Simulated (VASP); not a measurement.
# NaCl (Fm-3m) in VASP: single point with PBE

Aim: the single point of NaCl with PBE.

Program: VASP 6.6.1. These are calculated values, not measurements. Logs are shortened: lines on timing, memory, paths and dates and some standing lists are left out, and cuts for length are marked.

### Step 1. The crystal as given

Symmetry: Fm-3m, No. 225, cubic system. Conventional cell: a = 5.588 Å, b = 5.588 Å, c = 5.588 Å, α = 90.00°, β = 90.00°, γ = 90.00°. Cl (site symmetry m-3m) is surrounded by 6 Na at 2.79 Å. Na (site symmetry m-3m) has 6 Cl at 2.79 Å as nearest neighbours.

The cell is a database's computed one.

### Step 2. Single point, PBE

Input file INCAR:

```
SYSTEM = NaCl
PREC     = Accurate       ! precision mode
ENCUT    = 450            ! plane-wave cutoff, eV
EDIFF    = 1E-7           ! SCF threshold, eV
ISMEAR   = 0              ! smearing method
SIGMA    = 0.02           ! smearing width, eV
LREAL    = .FALSE.        ! projectors in reciprocal space
LASPH    = .TRUE.         ! aspherical terms in the spheres
NELM     = 80             ! most SCF steps
ALGO     = Normal         ! electronic algorithm
ISIF     = 2              ! what is computed and relaxed
LWAVE    = .FALSE.        ! write WAVECAR
LCHARG   = .TRUE.         ! write CHGCAR
GGA      = PE             ! functional
LELF     = .TRUE.         ! ELF
LVHAR    = .TRUE.
```

Input file KPOINTS:

```
Automatic mesh
0
G
  4 4 4
  0 0 0
```

Input file POSCAR:

```
NaCl
1.0
    0.0000000000      2.7940632177      2.7940632177
    2.7940632177      0.0000000000      2.7940632177
    2.7940632177      2.7940632177      0.0000000000
Cl Na
1 1
Direct
    0.5000000000      0.5000000000      0.5000000000
    0.0000000000      0.0000000000      0.0000000000
```

Potentials or basis: VASP PAW PBE potentials, release 64 (Cl_GW, Na_sv_GW).

Run with:

```console
$ cat potpaw_PBE.64/Cl_GW/POTCAR potpaw_PBE.64/Na_sv_GW/POTCAR > POTCAR
$ mpirun -np 1 vasp_std > vasp.out
```

OUTCAR:

```text
SYSTEM = NaCl
   PREC = Accurate
   ENCUT = 450
   EDIFF = 1E-7
   ISMEAR = 0
   LREAL = .FALSE.
   LASPH = .TRUE.
   NELM = 80
   ISIF = 2
   GGA = PE

 ion  position               nearest neighbor table
   1  0.500  0.500  0.500-
   2  0.000  0.000  0.000-

  LATTYP: Found a face centered cubic cell.
 ALAT       =     5.5881264354

  Lattice vectors:

 A1 = (   0.0000000000,   2.7940632177,   2.7940632177)
 A2 = (   2.7940632177,   0.0000000000,   2.7940632177)
 A3 = (   2.7940632177,   2.7940632177,   0.0000000000)

Analysis of symmetry for initial positions (statically):
=====================================================================
 Subroutine PRICEL returns:
 Original cell was already a primitive cell.

 Routine SETGRP: Setting up the symmetry group for a
 face centered cubic supercell.

 Subroutine GETGRP returns: Found 48 space group operations
 (whereof 48 operations were pure point group operations)
 out of a pool of 48 trial point group operations.

The static configuration has the point symmetry O_h .

Analysis of symmetry for dynamics (positions and initial velocities):
=====================================================================
 Subroutine PRICEL returns:
 Original cell was already a primitive cell.

 Routine SETGRP: Setting up the symmetry group for a
 face centered cubic supercell.

 Subroutine GETGRP returns: Found 48 space group operations
 (whereof 48 operations were pure point group operations)
 out of a pool of 48 trial point group operations.

The dynamic configuration has the point symmetry O_h .

 Subroutine INISYM returns: Found 48 space group operations
 (whereof 48 operations are pure point group operations),
 and found     1 'primitive' translations

----------------------------------------------------------------------------------------

                                     Primitive cell

  volume of cell :      43.6253

  direct lattice vectors                    reciprocal lattice vectors
     0.000000000  2.794063218  2.794063218    -0.178950854  0.178950854  0.178950854
     2.794063218  0.000000000  2.794063218     0.178950854 -0.178950854  0.178950854
     2.794063218  2.794063218  0.000000000     0.178950854  0.178950854 -0.178950854

  length of vectors
     3.951402097  3.951402097  3.951402097     0.309951972  0.309951972  0.309951972

  position of ions in fractional coordinates (direct lattice)
     0.500000000  0.500000000  0.500000000
     0.000000000  0.000000000  0.000000000

  ion indices of the primitive-cell ions
   primitive index   ion index
                 1           1
                 2           2

----------------------------------------------------------------------------------------

 KPOINTS: Automatic mesh

Automatic generation of k-mesh.
 Grid dimensions read from file:
 generate k-points for:    4    4    4

 Generating k-lattice:

  Cartesian coordinates                     Fractional coordinates (reciprocal lattice)
    -0.044737714  0.044737714  0.044737714     0.250000000  0.000000000  0.000000000
     0.044737714 -0.044737714  0.044737714     0.000000000  0.250000000  0.000000000
     0.044737714  0.044737714 -0.044737714     0.000000000  0.000000000  0.250000000

  Length of vectors
     0.077487993  0.077487993  0.077487993

  Shift w.r.t. Gamma in fractional coordinates (k-lattice)
     0.000000000  0.000000000  0.000000000

 Subroutine IBZKPT returns following result:
 ===========================================

 Found      8 irreducible k-points:

 Following reciprocal coordinates:
            Coordinates               Weight
  0.000000  0.000000  0.000000      1.000000
  0.250000  0.000000  0.000000      8.000000
  0.500000  0.000000  0.000000      4.000000
  0.250000  0.250000  0.000000      6.000000
  0.500000  0.250000  0.000000     24.000000
 -0.250000  0.250000  0.000000     12.000000
  0.500000  0.500000  0.000000      3.000000
 -0.250000  0.500000  0.250000      6.000000
   k-points           NKPTS =      8   k-points in BZ     NKDIM =      8   number of bands    NBANDS=     12
   number of dos      NEDOS =    301   number of ions     NIONS =      2
   total plane-waves  NPLWV =  21952
   dimension x,y,z NGX =    28 NGY =   28 NGZ =   28
   dimension x,y,z NGXF=    56 NGYF=   56 NGZF=   56
   ions per type =               1   1
   NGX,Y,Z   is equivalent  to a cutoff of  11.78, 11.78, 11.78 a.u.
   NGXF,Y,Z  is equivalent  to a cutoff of  23.56, 23.56, 23.56 a.u.
 SYSTEM =  NaCl
   PREC   = accura    normal or accurate (medium, high low for compatibility)
   ISTART =      0    job   : 0-new  1-cont  2-samecut
   ICHARG =      2    charge: 1-file 2-atom 10-const
   ISPIN  =      1    spin polarized calculation?
   LNONCOLLINEAR =      F non collinear calculations
   LSORBIT =      F    spin-orbit coupling
   LASPH  =      T    aspherical Exc in radial PAW
   ENCUT  =  450.0 eV  33.07 Ry    5.75 a.u.   6.83  6.83  6.83*2*pi/ulx,y,z
   NELM   =     80;   NELMIN=  2; NELMDL= -5     # of ELM steps
   EDIFF  = 0.1E-06   stopping-criterion for ELM
   LREAL  =      F    real-space projection
   EDIFFG = 0.1E-05   stopping-criterion for IOM
   NSW    =      0    number of steps for IOM
   IBRION =     -1    ionic relax: 0-MD 1-quasi-New 2-CG
   NFREE  =      0    steps in history (QN), initial steepest desc. (CG)
   ISIF   =      2    stress and relaxation
   ISYM   =      2    0-nonsym 1-usesym 2-fastsym
   POTIM  = 0.5000    time-step for ionic-motion
   TEBEG  =    0.0;   TEEND  =   0.0 temperature during run
   PSTRESS=    0.0 pullay stress
   NELECT =      16.0000    total number of electrons
   NUPDOWN=      -1.0000    fix difference up-down
   EMIN   =  10.00;   EMAX   =-10.00  energy-range for DOS
   EFERMI =   0.00;   METHOD = LEGACY
   ISMEAR =     0;   SIGMA  =   0.02  broadening in eV -4-tet -1-fermi 0-gaus
   EFERMI_NEDOS =   21; number of points for ismear=-14 and -15
   IALGO  =     38    algorithm
   IMIX   =      4    mixing-type and parameters
     AMIX     =   0.40;   BMIX     =  1.00
     AMIX_MAG =   1.60;   BMIX_MAG =  1.00
  volume/ion in A,a.u.               =      21.81       147.20
  Fermi-wavevector in a.u.,A,eV,Ry     =   1.171841  2.214458 18.683667  1.373211
  Thomas-Fermi vector in A             =   2.308278
   LORBIT       =      0    0 simple, 1 ext, 2 COOP (PROOUT), +10 PAW based schemes
   GGA     = PE    functional components
   LHFCALC =     F    Hartree Fock is set to
   AEXX    =    0.0000 exact exchange contribution
   IVDW    =     0    specifies the selected vdW correction
   LEPSILON=     F    determine dielectric tensor
   LRPA    =     F    only Hartree local field effects (RPA)
 non-spin polarized calculation
 Gauss-broadening in eV      SIGMA  =   0.02
  energy-cutoff  :      450.00
  volume of cell :       43.63
 maximum number of plane-waves:       960
   NGX = 13   NGY = 13   NGZ = 13

 number of electron      16.0000003 magnetization

 Free energy of the ion-electron system (eV)
  ---------------------------------------------------
  ext. energy  EPLUGINS =         0.00000000
  ---------------------------------------------------
  free energy    TOTEN  =        -8.84443086 eV

  energy without entropy =       -8.84443086  energy(sigma->0) =       -8.84443086

 E-fermi :  -0.5193     XC(G=0):  -8.3870

 val. band max:       -0.7756369110   @ k =   0.0000   0.0000   0.0000
 cond. band min:       4.4465982254   @ k =   0.0000   0.0000   0.0000
 fundamental gap:      5.2222351364
 Fermi energy:        -0.5192748518

 k-point     1 :       0.0000    0.0000    0.0000
  band No.  band energies     occupation
      1     -49.6022      2.00000
      2     -21.5423      2.00000
      3     -21.5423      2.00000
      4     -21.5423      2.00000
      5     -13.4977      2.00000
      6      -0.7756      2.00000
      7      -0.7756      2.00000
      8      -0.7756      2.00000
      9       4.4466      0.00000
     10      10.2837      0.00000
     11      10.2837      0.00000
     12      10.2837      0.00000

 k-point     2 :       0.2500    0.0000    0.0000
  band No.  band energies     occupation
      1     -49.6017      2.00000
      2     -21.5592      2.00000
      3     -21.5435      2.00000
      4     -21.5435      2.00000
      5     -13.3218      2.00000
      6      -1.9172      2.00000
      7      -0.9195      2.00000
      8      -0.9195      2.00000
      9       5.9262      0.00000
     10       9.2685      0.00000
     11      10.5843      0.00000
     12      10.5843      0.00000

 k-point     3 :       0.5000    0.0000    0.0000
  band No.  band energies     occupation
      1     -49.6012      2.00000
      2     -21.5758      2.00000
      3     -21.5447      2.00000
      4     -21.5447      2.00000
      5     -13.1347      2.00000
      6      -2.7808      2.00000
      7      -1.0546      2.00000
      8      -1.0546      2.00000
      9       6.5312      0.00000
     10      10.0884      0.00000
     11      10.1774      0.00000
     12      10.1774      0.00000

 k-point     4 :       0.2500    0.2500    0.0000
  band No.  band energies     occupation
      1     -49.6015      2.00000
      2     -21.5564      2.00000
      3     -21.5469      2.00000
      4     -21.5469      2.00000
      5     -13.2799      2.00000
      6      -1.8850      2.00000
      7      -1.1073      2.00000
      8      -1.1073      2.00000
      9       6.4476      0.00000
     10       8.3037      0.00000
     11      10.1135      0.00000
     12      11.6828      0.00000

 k-point     5 :       0.5000    0.2500    0.0000
  band No.  band energies     occupation
      1     -49.6010      2.00000
      2     -21.5667      2.00000
      3     -21.5519      2.00000
      4     -21.5481      2.00000
      5     -13.1111      2.00000
      6      -2.4126      2.00000
      7      -1.5770      2.00000
      8      -1.2334      2.00000
      9       7.4481      0.00000
     10       8.5701      0.00000
     11       9.4475      0.00000
     12      11.4536      0.00000

 k-point     6 :      -0.2500    0.2500    0.0000
  band No.  band energies     occupation
      1     -49.6012      2.00000
      2     -21.5655      2.00000
      3     -21.5526      2.00000
      4     -21.5448      2.00000
      5     -13.1555      2.00000
      6      -2.2900      2.00000
      7      -1.6026      2.00000
      8      -1.0564      2.00000
      9       7.5535      0.00000
     10       8.9471      0.00000
     11       9.2703      0.00000
     12      11.0648      0.00000

 k-point     7 :       0.5000    0.5000    0.0000
  band No.  band energies     occupation
      1     -49.6009      2.00000
      2     -21.5651      2.00000
      3     -21.5515      2.00000
      4     -21.5515      2.00000
      5     -13.0858      2.00000
      6      -2.5079      2.00000
      7      -1.3983      2.00000
      8      -1.3983      2.00000
      9       6.8281      0.00000
     10       7.2476      0.00000
     11      10.7444      0.00000
     12      14.2593      0.00000

 k-point     8 :      -0.2500    0.5000    0.2500
  band No.  band energies     occupation
      1     -49.6009      2.00000
      2     -21.5583      2.00000
      3     -21.5583      2.00000
      4     -21.5540      2.00000
      5     -13.0669      2.00000
      6      -2.0159      2.00000
      7      -2.0159      2.00000
      8      -1.5633      2.00000
      9       8.1450      0.00000
     10       8.9679      0.00000
     11       8.9679      0.00000
     12      10.6765      0.00000

------------------------ aborting loop because EDIFF is reached ----------------------------------------

  FORCE on cell =-STRESS in cart. coord.  units (eV):
  Direction    XX          YY          ZZ          XY          YZ          ZX
  --------------------------------------------------------------------------------------
  -------------------------------------------------------------------------------------
  Total        0.4237685      0.4237685      0.4237685     -0.0000000     -0.0000000     -0.0000000
  in kB       15.5632613     15.5632613     15.5632613     -0.0000000     -0.0000000     -0.0000000
  external PRESSURE =      15.5632613 kB  Pullay stress =       0.0000000 kB

 VOLUME and BASIS-vectors are now :
 -----------------------------------------------------------------------------
  energy-cutoff  :      450.00
  volume of cell :       43.63
      direct lattice vectors                 reciprocal lattice vectors
     0.000000000  2.794063218  2.794063218    -0.178950854  0.178950854  0.178950854
     2.794063218  0.000000000  2.794063218     0.178950854 -0.178950854  0.178950854
     2.794063218  2.794063218  0.000000000     0.178950854  0.178950854 -0.178950854

 POSITION                                       TOTAL-FORCE (eV/Angst)
 -----------------------------------------------------------------------------------
      2.79406      2.79406      2.79406         0.000000     -0.000000     -0.000000
      0.00000      0.00000      0.00000        -0.000000      0.000000      0.000000
 -----------------------------------------------------------------------------------
    total drift:                                0.000000      0.000000      0.000000

  FREE ENERGIE OF THE ION-ELECTRON SYSTEM (eV)
  ---------------------------------------------------
  free  energy   TOTEN  =        -8.8444308603 eV

  energy  without entropy=       -8.8444308603  energy(sigma->0) =       -8.84443086
```

Run time: 5.4 s. Hardware: 1 thread of Intel Xeon Platinum 8488C (Sapphire Rapids), shared host; peak memory 0.14 GiB.

What came out:

```
Free energy            : -8.8444 eV
Pressure               : 1.6 GPa
Band gap on the k mesh : 5.22 eV, direct
```

Caveat: the k mesh is coarse (spacing up to 0.49 Å⁻¹), so the values aren't converged; the cutoff is under 1.25 times the usual one of these potentials, so pressure, stress and relaxed cells hold a basis-set (Pulay) error. A hybrid or GW would open this gap; PBE tends to underestimate it.

### Step 3. For comparison

An earlier run on the cell as given: functional PBE; potentials or basis VASP PAW PBE potentials, release 64 (Cl, Na_pv); cutoff 520 eV; k mesh 8 × 8 × 8; occupations fermi-dirac, width 0.05 eV; no spin polarisation.

* Pressure: 1.5 GPa
* Band gap on the k mesh: 5.22 eV, direct
